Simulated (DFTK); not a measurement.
Runs of DFTK 0.8.2 on Cl. It takes space group Cmce (No. 64, orthorhombic). The conventional cell has a = 6.290 Å, b = 4.500 Å, c = 8.210 Å, α = 90.00°, β = 90.00°, γ = 90.00°. Around Cl (site symmetry m) lie 1 Cl at 2.02 Å. 

```tsv
task	level	potentials or basis	k mesh	cutoff (eV)	SCF tolerance on the density	SCF solver	symmetries used	mesh quality	gap on the mesh (eV)	pressure (GPa)	largest force (eV/Å)
band structure	PBEsol	SG15 1.2 (PBE)	5 × 5 × 3	952	1e-06	-	-	not flagged	2.44	-0.3	0.19
band structure	BJ06	in-house norm-conserving set (r2SCAN, scalar relativistic)	4 × 4 × 2	925	1e-06	ScfAndersonSolver	-	coarse	(a)	-	-
single point	HSE06	SG15 1.2 (PBE)	2 × 2 × 1	952	1e-05	-	no	coarse	4.16	-	0.38
band structure	LDA	cp2k.nc.sr.lda.v0_1.semicore.gth (LDA, GTH)	5 × 5 × 3	952	1e-06	-	-	not flagged	(c)	-	0.33
single point	PBE	dojo.nc.sr.pbe.v0_4_1.standard.upf (PBE)	7 × 7 × 4	898	1e-06	-	-	not flagged	2.47	(b)	0.09
```

Alike in all rows: no spin polarisation; cell as given; smearing fermi-dirac 0.05 eV.

Problem. Fill in the values left out.

Solution. (a) 3.03; (b) 0.6; (c) 2.33.

Caveats: some runs use coarse meshes; the potentials were made for another functional, which shifts forces and pressure (some runs); an odd mesh through Γ misses points on the zone boundary, where band edges often lie (some runs); the program leaves the constant c of mgga_x_tb09 at 1, so the potential is Becke-Johnson's (BJ06) and not Tran and Blaha's, with levels but no total energy (some runs); the program warned that the kinetic-energy density falls under its von Weizsäcker bound, which can give unphysical results (some runs); this program's HSE differs a little from the usual definition (some runs).

Not every run made on this cell is shown here.
